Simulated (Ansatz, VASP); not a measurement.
Given: the input of a run of Ansatz 0.2.0 on InP.

Contents of input.yaml:

```yaml
crystal:
  lattice:
    - [0.0, 2.9305, 2.9305]
    - [2.9305, 0.0, 2.9305]
    - [2.9305, 2.9305, 0.0]
  atoms:
    - { symbol: In, position: [0.0, 0.0, 0.0] }
    - { symbol: P, position: [0.75, 0.75, 0.75] }
hamiltonian:
  xc: rpbe
  pseudopotentials: { kind: paw }
kpoints:
  mp_grid: { grid: [8, 8, 8] }
scf:
  occupations: { method: fermi_dirac, width: 0.05 }
output:
  forces: true
  stress: true
  eigenvalues: true
relax:
  f_tol: 0.01
  max_steps: 40
  cell: { stress_tol: 0.05 }
```

Potentials or basis: Ansatz PAW.

Launch:

```console
$ ansatz run input.yaml --threads 2 --pin off --max-ram 5632MiB --backend cpu --events-out ev --progress --plain --runs-dir out
```

Q: Set up the same calculation for VASP 6.6.1. Potentials there: VASP PAW PBE potentials, release 64 (In_d, P).

A: As run (the cutoff follows the program's own potentials):

INCAR

```
SYSTEM = InP
  PREC = Accurate
  ENCUT = 600
  EDIFF = 1E-6
  ISMEAR = -1
  SIGMA = 0.05
  LREAL = .False.
  LASPH = .True.
  NELM = 60
  ALGO = Normal
  ISIF = 3
  LWAVE = .False.
  LCHARG = .False.
  GGA = RP
  IBRION = 2
  NSW = 60
  EDIFFG = -0.01
```

File KPOINTS:

```
regular mesh
0
Gamma
  8 8 8
  0 0 0
```

The input POSCAR:

```
InP
1.0
    0.0000000000      2.9305000000      2.9305000000
    2.9305000000      0.0000000000      2.9305000000
    2.9305000000      2.9305000000      0.0000000000
In P
1 1
Direct
    0.0000000000      0.0000000000      0.0000000000
    0.7500000000      0.7500000000      0.7500000000
```

Potentials or basis: VASP PAW PBE potentials, release 64 (In_d, P).

Command:

```bash
$ cat potpaw_PBE.64/In_d/POTCAR potpaw_PBE.64/P/POTCAR > POTCAR
$ mpirun -np 1 vasp_std > vasp.out
```

Both were run:

|  | VASP | Ansatz | Ansatz less VASP |
| --- | --- | --- | --- |
| gap on the k mesh at the Fermi level, each at its own relaxed structure (eV) | 0.42 | 0.41 | -0.004 |
| relaxed volume (Å³/atom) | 27.21 | 27.26 | +0.048 |
| relaxed cell length with the largest relative difference (Å) | 4.254 | 4.256 | +0.0025 |
| energy change over the relaxation (meV/atom) | -30 | -31 | -0.5 |

Caveats: spin-orbit coupling is left out, which moves the levels of the heavy elements; the PAW data sets were made with another functional, which shifts forces and pressure a little (VASP); the plane-wave basis is chosen anew once the cell has moved, so the energies of steps on either side of that aren't comparable (Ansatz); the PAW data sets come from PBE, with cores solved anew for the run's functional, which leaves a small shift of forces and pressure (Ansatz). Zero-point motion and thermal expansion aren't in these numbers. RPBE and its kin give volumes clearly too large for solids.
